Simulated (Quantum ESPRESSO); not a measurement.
FeSi2 (Linzhiite) in Quantum ESPRESSO: convergence with density cutoff

FeSi2 (Linzhiite):

```
Fe Si
1.0
     2.68400    0.00000    0.00000
     0.00000    2.68400    0.00000
     0.00000    0.00000    5.12800
Fe Si
1 2
Direct
  0.00000 0.00000 0.00000
  0.50000 0.50000 0.73000
  0.50000 0.50000 0.27000
```

```yaml
Program: Quantum ESPRESSO 7.5
Task: single point
Functional: PBEsol
Potentials_or_basis: GBRV 1.5 PBEsol
Cutoff: 762 eV
Density_cutoff: 3048 eV
k_mesh: 10 × 10 × 5
Occupations: gaussian, width 0.136 eV
Spin: collinear spin, ferromagnetic start
Starting_moments: "[3.0, 0.0, 0.0] μB"
```

These are the settings of the first run; the series varies density cutoff, with any setting tied to it.

Hardware: 1 thread of Arm Neoverse N1 (shared host).

```csv
density cutoff,"energy less the tightest run, at zero smearing (meV/atom)",SCF cycles,CPU time (s),peak memory (GiB)
224 Ry,0.03,17,170,0.16
280 Ry,-0.17,17,180,0.18
336 Ry,-0.02,17,190,0.2
392 Ry,0.00,17,190,0.23
448 Ry,0.01,17,200,0.25
560 Ry,0.01,17,210,0.3
672 Ry,-0.06,17,210,0.37
896 Ry,0.00,17,240,0.51
```

Against the tightest run, the energy stays within 1 meV/atom from 224 Ry on. The tightest run that finished is the yardstick and may itself not be fully converged.

Caveat, for the tightest run too: the starting moments collapsed, and a magnetic state may lie lower.
